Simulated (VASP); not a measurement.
# CdBr2 (Fm-3m): band edges, masses and strain, part 6 of 8

Aim: the gap of CdBr2, the masses at its band edges and their response to strain. The cell is generated by rule, not measured, and may not be a known phase.

VASP 6.6.1, plane waves and PAW; the level of theory is named at each step.

So far, least gap on mesh and path (eV): step 3 (bands on a dense mesh, PBE) 0.250; step 5 (bands with spin-orbit coupling, PBE, spin-orbit coupling) 0.230; step 8 (bands on the mesh of the strain series, PBE) 0.249.

## (9) Strained cell, atoms relaxed, strain hydrostatic -0.5 %

Level of this step: PBE; plane waves and PAW (Cd, Br); invented cell (VASP).

Strain can move atoms inside the cell where symmetry leaves them free, so a relaxation comes before the gap is read.

Input file INCAR:

```
SYSTEM = CdBr2
PREC = Accurate
ENCUT = 400
EDIFF = 1E-06
NELM = 100
ISMEAR = 0
SIGMA = 0.02
LREAL = .FALSE.
ALGO = Normal
GGA = PE
NBANDS = 19
LORBIT = 11
LWAVE = .FALSE.
LCHARG = .FALSE.
KPAR = 4
IBRION = 2
NSW = 30
ISIF = 2
EDIFFG = -0.003
```

Input file POSCAR:

```
CdBr2
1.0
    0.0000000000      3.4771170500      3.4771170500
    3.4771170500      0.0000000000      3.4771170500
    3.4771170500      3.4771170500      0.0000000000
Cd Br
1 2
Direct
    0.0000000000      0.0000000000      0.0000000000
    0.2500000000      0.2500000000      0.2500000000
    0.7500000000      0.7500000000      0.7500000000
```

Input file KPOINTS:

```
Automatic mesh
0
Gamma
8 8 8
0 0 0
```

PAW data sets: Cd and Br (PBE family, release 64).

On the command line:

```sh
> mpirun -np 4 vasp_std
```

What it wrote:

```text
[... set-up lines as in an earlier step ...]
 entering main loop
       N       E                     dE             d eps       ncg     rms          rms(c)
DAV:   1     0.154684025122E+03    0.15468E+03   -0.11016E+04  1118   0.994E+02
DAV:   2     0.269787933890E+01   -0.15199E+03   -0.14728E+03  1367   0.258E+02
DAV:   3    -0.640483743239E+01   -0.91027E+01   -0.90697E+01  1251   0.630E+01
DAV:   4    -0.647464640200E+01   -0.69809E-01   -0.69796E-01  1248   0.573E+00
DAV:   5    -0.647519239557E+01   -0.54599E-03   -0.54598E-03  1311   0.498E-01    0.615E+00
DAV:   6    -0.583133866929E+01    0.64385E+00   -0.99405E-01  1194   0.105E+01    0.483E+00
DAV:   7    -0.576221506831E+01    0.69124E-01   -0.31767E-01  1176   0.370E+00    0.229E+00
DAV:   8    -0.576060723461E+01    0.16078E-02   -0.35322E-02  1253   0.205E+00    0.411E-01
DAV:   9    -0.576041657560E+01    0.19066E-03   -0.55193E-03  1187   0.790E-01    0.135E-01
DAV:  10    -0.576034272924E+01    0.73846E-04   -0.64457E-04  1200   0.268E-01    0.463E-02
DAV:  11    -0.576036792118E+01   -0.25192E-04   -0.19024E-04  1182   0.129E-01    0.231E-02
DAV:  12    -0.576035976252E+01    0.81587E-05   -0.35863E-05  1225   0.539E-02    0.695E-03
DAV:  13    -0.576035974925E+01    0.13276E-07   -0.15355E-06  1040   0.975E-03
   1 F= -.57603597E+01 E0= -.57603597E+01  d E =-.576036E+01
 curvature:   0.00 expect dE= 0.000E+00 dE for cont linesearch  0.000E+00
 trial: gam= 0.00000 g(F)=  0.105E-46 g(S)=  0.000E+00 ort = 0.000E+00 (trialstep = 0.100E+01)
 search vector abs. value=  0.100E-09
 reached required accuracy - stopping structural energy minimisation
```

Wall time 14 s (4 MPI ranks of AMD EPYC 7R43, shared host); peak memory 0.64 GiB.

Parts of OUTCAR (step 9):

```text
   ENCUT  =  400.0 eV  29.40 Ry    5.42 a.u.   8.02  8.02  8.02*2*pi/ulx,y,z

   NELECT =      26.0000    total number of electrons

 E-fermi :   0.9390

 k-point     1 :       0.0000    0.0000    0.0000
  band No.  band energies     occupation
    ...
      9      -1.2671      2.00000
     10      -1.2671      2.00000
     11      -0.0546      2.00000
     12      -0.0546      2.00000
     13      -0.0546      2.00000
     14       1.1407      0.00000
     15       5.5804      0.00000
     16       5.5804      0.00000
     17       5.5804      0.00000
     18       8.9736      0.00000
    ...

  Total        0.4367664      0.4367664      0.4367664      0.0000000      0.0000000      0.0000000
  in kB        8.3228466      8.3228466      8.3228466      0.0000000      0.0000000      0.0000000
  external PRESSURE =       8.3228466 kB  Pullay stress =       0.0000000 kB

 POSITION                                       TOTAL-FORCE (eV/Angst)
 -----------------------------------------------------------------------------------
      0.00000      0.00000      0.00000         0.000000      0.000000      0.000000
      1.73856      1.73856      1.73856        -0.000000     -0.000000     -0.000000
      5.21568      5.21568      5.21568        -0.000000      0.000000     -0.000000
 -----------------------------------------------------------------------------------
    total drift:                                0.000000     -0.000000      0.000000

  FREE ENERGIE OF THE ION-ELECTRON SYSTEM (eV)
  ---------------------------------------------------
  free  energy   TOTEN  =        -5.7603597492 eV

  energy  without entropy=       -5.7603597492  energy(sigma->0) =       -5.76035975

[... 5 parts as in an earlier step ...]

[... 12 further parts left out ...]
```

CONTCAR:

```
CdBr2
   1.00000000000000
     0.0000000000000000    3.4771170499999999    3.4771170499999999
     3.4771170499999999    0.0000000000000000    3.4771170499999999
     3.4771170499999999    3.4771170499999999    0.0000000000000000
  Cd              Br
     1     2
Direct
     0.0000000000000000    0.0000000000000000    0.0000000000000000
     0.2500000000000000    0.2500000000000000    0.2500000000000000
     0.7500000000000000    0.7500000000000000    0.7500000000000000
```

The forces vanish from the start, and no atom moves.

This step gave:

```
bands                          : 19
free energy (TOTEN)            : -5.760 eV
Fermi energy                   : 0.939 eV
pressure                       : 0.8323 GPa
valence top at k               : 0.5, 0.5, 0
gap on the k-mesh              : 0.2848 eV
least direct gap on the k-mesh : 1.195 eV
```

## (10) Bands of the strained cell, strain hydrostatic -0.5 %

The gap is read at the strained, relaxed geometry.

INCAR: that of step 9 with these lines changed.

```diff
@@ -10,3 +10,3 @@
 GGA = PE
-NBANDS = 19
+NBANDS = 26
 LORBIT = 11
@@ -15,5 +15,2 @@
 KPAR = 4
-IBRION = 2
-NSW = 30
 ISIF = 2
-EDIFFG = -0.003
```

POSCAR is that of step 9.

KPOINTS is that of step 9.

Input file KPOINTS_OPT:

```
Line mode
16
Line-mode
Reciprocal
  0.00000000   0.00000000   0.00000000 GAMMA
  0.50000000   0.00000000   0.50000000 X

  0.50000000   0.00000000   0.50000000 X
  0.50000000   0.25000000   0.75000000 W

  0.50000000   0.25000000   0.75000000 W
  0.37500000   0.37500000   0.75000000 K

  0.37500000   0.37500000   0.75000000 K
  0.00000000   0.00000000   0.00000000 GAMMA

  0.00000000   0.00000000   0.00000000 GAMMA
  0.50000000   0.50000000   0.50000000 L

  0.50000000   0.50000000   0.50000000 L
  0.62500000   0.25000000   0.62500000 U

  0.62500000   0.25000000   0.62500000 U
  0.50000000   0.25000000   0.75000000 W

  0.50000000   0.25000000   0.75000000 W
  0.50000000   0.50000000   0.50000000 L

  0.50000000   0.50000000   0.50000000 L
  0.37500000   0.37500000   0.75000000 K

  0.62500000   0.25000000   0.62500000 U
  0.50000000   0.00000000   0.50000000 X
```

On the command line:

```sh
> mpirun -np 4 vasp_std
```

What it wrote:

```text
[... set-up lines as in an earlier step ...]
 entering main loop
       N       E                     dE             d eps       ncg     rms          rms(c)
DAV:   1     0.151279649350E+03    0.15128E+03   -0.10577E+04  1572   0.725E+02
DAV:   2     0.235538912041E+01   -0.14892E+03   -0.14161E+03  1798   0.202E+02
DAV:   3    -0.642323454181E+01   -0.87786E+01   -0.87375E+01  1870   0.499E+01
DAV:   4    -0.647489876098E+01   -0.51664E-01   -0.51653E-01  1764   0.392E+00
DAV:   5    -0.647519500240E+01   -0.29624E-03   -0.29624E-03  1790   0.296E-01    0.615E+00
DAV:   6    -0.583190827614E+01    0.64329E+00   -0.68393E-01  1672   0.765E+00    0.491E+00
DAV:   7    -0.576239831787E+01    0.69510E-01   -0.26168E-01  1660   0.266E+00    0.226E+00
DAV:   8    -0.576042513626E+01    0.19732E-02   -0.27957E-02  1776   0.141E+00    0.400E-01
DAV:   9    -0.576039856325E+01    0.26573E-04   -0.32014E-03  1730   0.491E-01    0.103E-01
DAV:  10    -0.576033918539E+01    0.59378E-04   -0.62810E-04  1698   0.219E-01    0.610E-02
DAV:  11    -0.576036272847E+01   -0.23543E-04   -0.57779E-05  1674   0.506E-02    0.136E-02
DAV:  12    -0.576035992468E+01    0.28038E-05   -0.10744E-05  1738   0.215E-02    0.632E-03
DAV:  13    -0.576035973542E+01    0.18926E-06   -0.77938E-07  1368   0.518E-03
   1 F= -.57603597E+01 E0= -.57603597E+01  d E =-.178334E-19
 Start KPOINTS_OPT (optional k-point list driver)
k-point batch [1-29\160]
       N       E                     dE             ncg
DAV:   1     0.535761281490E+03   -0.14155E+05     1580
DAV:   2    -0.361313982660E+04   -0.41489E+04     1824
DAV:   3    -0.384651228240E+04   -0.23337E+03     1830
DAV:   4    -0.384782310726E+04   -0.13108E+01     1772
DAV:   5    -0.384783134657E+04   -0.82393E-02     1806
DAV:   6    -0.384783143725E+04   -0.90680E-04     1792
DAV:   7    -0.384783143839E+04   -0.11420E-05     1440
DAV:   8    -0.384783143851E+04   -0.12145E-06     1210
[...]
k-point batch [146-160\160]
       N       E                     dE             ncg
DAV:   1     0.918843278652E+04   -0.97368E+04      796
DAV:   2     0.699739484308E+04   -0.21910E+04      966
DAV:   3     0.687310898419E+04   -0.12429E+03      932
DAV:   4     0.687240566498E+04   -0.70332E+00      878
DAV:   5     0.687240119750E+04   -0.44675E-02      890
DAV:   6     0.687240114658E+04   -0.50929E-04      894
DAV:   7     0.687240114591E+04   -0.66943E-06      700
```

Wall time 55 s (4 MPI ranks); peak memory 0.77 GiB.

Parts of OUTCAR (step 10):

```text
   NELECT =      26.0000    total number of electrons

 E-fermi :   0.9759

 k-point     1 :       0.0000    0.0000    0.0000
  band No.  band energies     occupation
    ...
      9      -1.2670      2.00000
     10      -1.2670      2.00000
     11      -0.0546      2.00000
     12      -0.0546      2.00000
     13      -0.0546      2.00000
     14       1.1407      0.00000
     15       5.5805      0.00000
     16       5.5805      0.00000
     17       5.5805      0.00000
     18       8.9736      0.00000
    ...

  Total        0.4372371      0.4372371      0.4372371     -0.0000000     -0.0000000      0.0000000
  in kB        8.3318150      8.3318150      8.3318150     -0.0000000     -0.0000000      0.0000000
  external PRESSURE =       8.3318150 kB  Pullay stress =       0.0000000 kB

 POSITION                                       TOTAL-FORCE (eV/Angst)
 -----------------------------------------------------------------------------------
      0.00000      0.00000      0.00000         0.000000      0.000000      0.000000
      1.73856      1.73856      1.73856        -0.000000     -0.000000     -0.000000
      5.21568      5.21568      5.21568         0.000000      0.000000      0.000000
 -----------------------------------------------------------------------------------
    total drift:                                0.000000     -0.000000      0.000000

  FREE ENERGIE OF THE ION-ELECTRON SYSTEM (eV)
  ---------------------------------------------------
  free  energy   TOTEN  =        -5.7603597354 eV

  energy  without entropy=       -5.7603597354  energy(sigma->0) =       -5.76035974

[... 9 parts as in an earlier step ...]

[... 8 further parts left out ...]
```

Numbers from this step:

* bands: 26
* Fermi energy: 0.9759 eV
* pressure: 0.8332 GPa
* least gap on mesh and path: 0.2846 eV
* least direct gap on mesh and path: 1.195 eV
* valence top at k: 0.5, 0, 0.5

The electronic bands at the labelled points (eV, zero at the valence-band top; v1 is the highest filled band, c1 the lowest empty one):

| point | v4 | v3 | v2 | v1 | c1 | c2 | c3 | c4 |
| --- | --- | --- | --- | --- | --- | --- | --- | --- |
| Γ | -2.12 | -0.91 | -0.91 | -0.91 | 0.28 | 4.72 | 4.72 | 4.72 |
| 0.47 of the way | -2.80 | -1.32 | -0.55 | -0.55 | 1.71 | 4.35 | 6.23 | 6.23 |
| X | -3.43 | -0.17 | -0.17 | 0.00 | 1.87 | 5.17 | 7.96 | 8.46 |
| 0.53 of the way | -3.00 | -0.91 | -0.16 | -0.01 | 2.18 | 5.86 | 6.95 | 7.82 |
| W | -2.06 | -2.06 | -0.16 | -0.01 | 2.47 | 6.36 | 6.88 | 6.88 |
| 0.47 of the way | -2.62 | -1.48 | -0.26 | -0.05 | 2.42 | 6.49 | 6.58 | 7.30 |
| K | -3.13 | -0.98 | -0.56 | -0.07 | 2.37 | 6.34 | 6.93 | 7.69 |
| 0.53 of the way | -2.26 | -1.76 | -1.72 | -0.52 | 2.14 | 5.30 | 5.49 | 6.33 |
| Γ | -2.12 | -0.91 | -0.91 | -0.91 | 0.28 | 4.72 | 4.72 | 4.72 |
| 0.47 of the way | -2.17 | -1.90 | -1.19 | -1.19 | 1.97 | 5.24 | 5.45 | 5.45 |
| L | -2.19 | -2.19 | -1.54 | -1.54 | 2.96 | 6.84 | 6.84 | 6.94 |
| 0.47 of the way | -2.63 | -1.74 | -1.10 | -0.74 | 2.76 | 6.68 | 7.03 | 7.19 |
| U | -3.13 | -0.98 | -0.56 | -0.07 | 2.37 | 6.34 | 6.93 | 7.69 |
| 0.53 of the way | -2.62 | -1.48 | -0.26 | -0.05 | 2.42 | 6.49 | 6.58 | 7.30 |
| W | -2.06 | -2.06 | -0.16 | -0.01 | 2.47 | 6.36 | 6.88 | 6.88 |
| 0.47 of the way | -2.16 | -2.09 | -0.61 | -0.59 | 2.67 | 6.63 | 6.88 | 7.27 |
| L | -2.19 | -2.19 | -1.54 | -1.54 | 2.96 | 6.84 | 6.84 | 6.94 |
| 0.47 of the way | -2.63 | -1.74 | -1.10 | -0.74 | 2.76 | 6.68 | 7.03 | 7.19 |
| K | -3.13 | -0.98 | -0.56 | -0.07 | 2.37 | 6.34 | 6.93 | 7.69 |
| jump to U | -3.13 | -0.98 | -0.56 | -0.07 | 2.37 | 6.34 | 6.93 | 7.69 |
| 0.47 of the way | -3.34 | -0.45 | -0.29 | -0.01 | 2.04 | 5.57 | 7.37 | 8.22 |
| X | -3.43 | -0.17 | -0.17 | 0.00 | 1.87 | 5.17 | 7.96 | 8.46 |

Of the projections kept (Cd, Br), the largest for each band there; the rest of the weight can lie on other orbitals:

| point | v4 | v3 | v2 | v1 | c1 | c2 | c3 | c4 |
| --- | --- | --- | --- | --- | --- | --- | --- | --- |
| Γ | Br 0.88 | Br 0.96 | Br 0.96 | Br 0.96 | Cd 0.78 | Cd 0.63 | Cd 0.62 | Cd 0.63 |
| X | Br 0.93 | Br 0.97 | Br 0.97 | Br 1.00 | Cd 0.64 | Cd 0.59 | Br 0.73 | Cd 0.60 |
| W | Br 0.93 | Br 0.93 | Br 1.00 | Br 0.97 | Cd 0.57 | Cd 0.55 | Br 0.51 | Br 0.51 |
| K | Br 0.93 | Br 0.95 | Br 0.96 | Br 0.99 | Cd 0.58 | Br 0.52 | Cd 0.51 | Cd 0.61 |
| Γ | Br 0.88 | Br 0.96 | Br 0.96 | Br 0.96 | Cd 0.78 | Cd 0.62 | Cd 0.62 | Cd 0.63 |
| L | Br 0.94 | Br 0.94 | Br 0.91 | Br 0.91 | Br 0.52 | Cd 0.57 | Cd 0.57 | Br 0.77 |

Between step 8 and this run (strain hydrostatic -0.5 %) the value for the least gap on mesh and path moves from 0.249 eV to 0.285 eV.

## (11) Strained cell, atoms relaxed, strain hydrostatic 0.5 %

INCAR: that of step 10 with these lines changed.

```diff
@@ -10,3 +10,3 @@
 GGA = PE
-NBANDS = 26
+NBANDS = 19
 LORBIT = 11
@@ -15,2 +15,5 @@
 KPAR = 4
+IBRION = 2
+NSW = 30
 ISIF = 2
+EDIFFG = -0.003
```

Input file POSCAR:

```
CdBr2
1.0
    0.0000000000      3.5120629500      3.5120629500
    3.5120629500      0.0000000000      3.5120629500
    3.5120629500      3.5120629500      0.0000000000
Cd Br
1 2
Direct
    0.0000000000      0.0000000000      0.0000000000
    0.2500000000      0.2500000000      0.2500000000
    0.7500000000      0.7500000000      0.7500000000
```

KPOINTS is that of step 10.

On the command line:

```sh
> mpirun -np 4 vasp_std
```

What it wrote:

```text
[... set-up lines as in an earlier step ...]
 entering main loop
       N       E                     dE             d eps       ncg     rms          rms(c)
DAV:   1     0.151873975607E+03    0.15187E+03   -0.10846E+04  1118   0.982E+02
DAV:   2     0.278132704447E+01   -0.14909E+03   -0.14418E+03  1342   0.253E+02
DAV:   3    -0.643804085688E+01   -0.92194E+01   -0.91784E+01  1255   0.631E+01
DAV:   4    -0.651280410028E+01   -0.74763E-01   -0.74746E-01  1243   0.585E+00
[...]
DAV:  11    -0.576840967403E+01   -0.26152E-04   -0.16807E-04  1179   0.117E-01    0.186E-02
DAV:  12    -0.576840265115E+01    0.70229E-05   -0.29465E-05  1213   0.459E-02    0.668E-03
DAV:  13    -0.576840264086E+01    0.10291E-07   -0.10585E-06   954   0.809E-03
   1 F= -.57684026E+01 E0= -.57684026E+01  d E =-.576840E+01
[...]
reached required accuracy - stopping structural energy minimisation
```

Run time: 15 s. Hardware: 4 MPI ranks; peak memory 0.62 GiB.

Parts of OUTCAR (step 11):

```text
  Total       -0.2115952     -0.2115952     -0.2115952     -0.0000000      0.0000000     -0.0000000
  in kB       -3.9129067     -3.9129067     -3.9129067     -0.0000000      0.0000000     -0.0000000
  external PRESSURE =      -3.9129067 kB  Pullay stress =       0.0000000 kB

 POSITION                                       TOTAL-FORCE (eV/Angst)
 -----------------------------------------------------------------------------------
      0.00000      0.00000      0.00000        -0.000000      0.000000     -0.000000
      1.75603      1.75603      1.75603         0.000000      0.000000      0.000000
      5.26809      5.26809      5.26809        -0.000000     -0.000000     -0.000000
 -----------------------------------------------------------------------------------
    total drift:                                0.000000     -0.000000      0.000000

  FREE ENERGIE OF THE ION-ELECTRON SYSTEM (eV)
  ---------------------------------------------------
  free  energy   TOTEN  =        -5.7684026409 eV

  energy  without entropy=       -5.7684026409  energy(sigma->0) =       -5.76840264

[... 2 parts as in an earlier step ...]

[... 2 further parts left out ...]
[key lines of the parts left out:]
E-fermi :   0.7115
```

The forces vanish from the start, and no atom moves.

## (12) Bands of the strained cell, strain hydrostatic 0.5 %

INCAR: that of step 11 with these lines changed.

```diff
@@ -10,3 +10,3 @@
 GGA = PE
-NBANDS = 19
+NBANDS = 26
 LORBIT = 11
@@ -15,5 +15,2 @@
 KPAR = 4
-IBRION = 2
-NSW = 30
 ISIF = 2
-EDIFFG = -0.003
```

POSCAR is that of step 11.

KPOINTS is that of step 11.

KPOINTS_OPT is that of step 10.

On the command line:

```sh
> mpirun -np 4 vasp_std
```

What it wrote:

```text
[... set-up lines as in an earlier step ...]
 entering main loop
       N       E                     dE             d eps       ncg     rms          rms(c)
DAV:   1     0.154800651287E+03    0.15480E+03   -0.10335E+04  1524   0.717E+02
DAV:   2     0.257488124534E+01   -0.15223E+03   -0.14441E+03  1834   0.204E+02
DAV:   3    -0.645765165511E+01   -0.90325E+01   -0.89911E+01  1842   0.506E+01
DAV:   4    -0.651304257019E+01   -0.55391E-01   -0.55382E-01  1754   0.409E+00
[...]
DAV:  11    -0.576840560347E+01   -0.26530E-04   -0.62320E-05  1672   0.513E-02    0.122E-02
DAV:  12    -0.576840273304E+01    0.28704E-05   -0.90544E-06  1708   0.183E-02    0.594E-03
DAV:  13    -0.576840255377E+01    0.17927E-06   -0.64893E-07  1404   0.455E-03
   1 F= -.57684026E+01 E0= -.57684026E+01  d E =-.194201E-11
 Start KPOINTS_OPT (optional k-point list driver)
k-point batch [1-29\160]
       N       E                     dE             ncg
DAV:   1     0.429411233621E+03   -0.13872E+05     1548
DAV:   2    -0.374219720747E+04   -0.41716E+04     1828
DAV:   3    -0.399153253636E+04   -0.24934E+03     1814
DAV:   4    -0.399302389721E+04   -0.14914E+01     1770
DAV:   5    -0.399303330545E+04   -0.94082E-02     1758
DAV:   6    -0.399303341092E+04   -0.10546E-03     1818
DAV:   7    -0.399303341230E+04   -0.13856E-05     1432
DAV:   8    -0.399303341242E+04   -0.11931E-06     1282
[...]
k-point batch [146-160\160]
       N       E                     dE             ncg
DAV:   1     0.922842003520E+04   -0.99598E+04      788
DAV:   2     0.703444622118E+04   -0.21940E+04      946
DAV:   3     0.690120087859E+04   -0.13325E+03      906
DAV:   4     0.690038256199E+04   -0.81832E+00      862
DAV:   5     0.690037752795E+04   -0.50340E-02      892
DAV:   6     0.690037746999E+04   -0.57956E-04      894
DAV:   7     0.690037746920E+04   -0.79076E-06      722
```

The job ended after 59 s (4 MPI ranks; peak memory 0.79 GiB).

From OUTCAR (step 12):

```text
  Total       -0.2112673     -0.2112673     -0.2112673     -0.0000000     -0.0000000      0.0000000
  in kB       -3.9068441     -3.9068441     -3.9068441     -0.0000000     -0.0000000      0.0000000
  external PRESSURE =      -3.9068441 kB  Pullay stress =       0.0000000 kB

 POSITION                                       TOTAL-FORCE (eV/Angst)
 -----------------------------------------------------------------------------------
      0.00000      0.00000      0.00000        -0.000000     -0.000000     -0.000000
      1.75603      1.75603      1.75603         0.000000      0.000000     -0.000000
      5.26809      5.26809      5.26809        -0.000000      0.000000      0.000000
 -----------------------------------------------------------------------------------
    total drift:                                0.000000     -0.000000      0.000000

  FREE ENERGIE OF THE ION-ELECTRON SYSTEM (eV)
  ---------------------------------------------------
  free  energy   TOTEN  =        -5.7684025538 eV

  energy  without entropy=       -5.7684025538  energy(sigma->0) =       -5.76840255

[... 2 parts as in an earlier step ...]

[... 1 further part left out ...]
[key lines of the parts left out:]
E-fermi :   0.6838
```

The run ends at a pressure of -0.39 GPa.

[end of part 6 of 8]

[Lines on the potential files, build, host, timing and source positions are cut from VASP's logs without a mark.]

[Logs are printed without paths, hosts, clocks, repeated set-up lines and the standing remarks that a program may print on its own settings, such as how far it seeks lower states.]

[Hosts, paths, dates, database ids (printed as entryN), source tags and the programs' standing remarks are cut or masked in the printed files.]

[In band tables of VASP the shares of atoms and orbitals are scaled to a sum of 1 inside the atoms' spheres.]

[Gaps and slopes under strain along one axis are those of the sampled path and mesh points; where strain splits equal valleys, another of them can be the edge.]
